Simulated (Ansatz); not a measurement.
**Sb under changes of volume**

One of the cells (26.654 Å³/atom); the others are scaled copies at fixed shape and fractional positions:

```xyz
2
Lattice="3.3545 0.0000 0.0000 -1.6773 2.9051 0.0000 0.0000 0.0000 5.4702" Properties=species:S:1:pos:R:3 pbc="T T T"
Sb    1.6773    0.9684    4.1026
Sb    0.0000    1.9367    1.3675
```

This isn't the form of Sb at room conditions, which is rhombohedral.

- Program: Ansatz 0.2.0
- Functional: r2SCAN
- Potentials or basis: Ansatz PAW
- Cutoff: 500 eV (not typed: the program's choice for these potentials)
- k mesh: 9 × 9 × 5
- Occupations: fermi-dirac, width 0.05 eV
- Spin: no spin polarisation

```csv
volume (Å³/atom),energy over the lowest point (meV/atom),pressure (GPa)
25.055,?,?
25.588,13.11,3.5
26.121,4.17,2.0
26.654,0.02,0.7
27.187,0.00,-0.5
27.720,3.63,-1.6
28.253,10.61,-2.6
```

Question: What does the run at 25.055 Å³/atom give?

Answer: Energy over the lowest point 27.56 meV/atom; pressure 5.3 GPa.

Worked out: A Birch-Murnaghan fit of order 3 (a polynomial in V^(-2/3)) to the other rows has its minimum at 26.92 Å³/atom with B0 = V·E''(V) = 60 GPa and B' = 5.2 at fixed shape and positions, which overstates the stiffness. It gives 27.34 meV/atom at 25.055 Å³/atom, against the run's 27.56, and -dE/dV = 5.1 GPa, against 5.3.

Energies are extrapolated to zero smearing.

Caveats: the PAW data sets come from PBE, with cores solved anew for the run's functional, which leaves a small shift of forces and pressure.
